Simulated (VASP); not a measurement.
Set up this calculation in VASP 6.6.1, as the native input.

| Quantity | Value |
| --- | --- |
| Task | single point |
| Functional | LDA |
| Potentials or basis | VASP PAW LDA potentials, release 64 (S, Mo_sv) |
| Cutoff | 520 eV |
| k mesh | 6 × 6 × 1 |
| Occupations | fermi-dirac, width 0.05 eV |
| Spin | non-collinear spin, zero start, spin-orbit coupling |
| Starting moments | [[0.0, 0.0, 0.0], [0.0, 0.0, 0.0], [0.0, 0.0, 0.0]] μB |
| Further INCAR settings | ALGO = Normal; EDIFF = 1e-07 |

The structure of MoS2 lies in POSCAR:

```
MoS2
1.0
    3.1916000000      0.0000000000      0.0000000000
   -1.5958000000      2.7640070000      0.0000000000
    0.0000000000      0.0000000000     21.1300000000
S Mo
2 1
Direct
    0.6666670000      0.3333340000      0.4264340000
    0.6666670000      0.3333340000      0.5735650000
    0.3333330000      0.6666670000      0.5000000000
```

The cell was built by a generator and needn't be a form met in nature.

The input as run:

INCAR

```
ALGO = Normal ; EDIFF = 1E-7
ENCUT = 520 ; GGA = CA
GGA_COMPAT = False ; ISIF = 2
ISMEAR = -1 ; LASPH = True
LCHARG = True ; LMAXMIX = 4
LORBIT = 11 ; LREAL = False
LSORBIT = True ; LVACPOTAV = True
LVHAR = True ; LWAVE = False
MAGMOM = 0 0 0 0 0 0 0 0 0 ; NELM = 100
PREC = Accurate ; SIGMA = 0.05
```

KPOINTS

```
k-points
0
Gamma
  6 6 1
```

Potentials or basis: VASP PAW LDA potentials, release 64 (S, Mo_sv).

The run is started by

```sh
$ cat potpaw_LDA.64/S/POTCAR potpaw_LDA.64/Mo_sv/POTCAR > POTCAR
$ mpirun -np 1 vasp_ncl > vasp.out
```

Results of the run:

| Property | Result |
| --- | --- |
| Largest force | 0.473 eV/Å |
| Net moment | 0.00 μB per cell |
| Valence electrons inside the program's atomic spheres | S 3.69; Mo 12.47 |

Caveat: the k mesh is coarse (spacing up to 0.38 Å⁻¹), so the values aren't converged.

It took 110 s on 1 thread of Intel(R) Xeon(R) 6975P-C (Granite Rapids), on a shared host, peak memory 0.54 GiB.
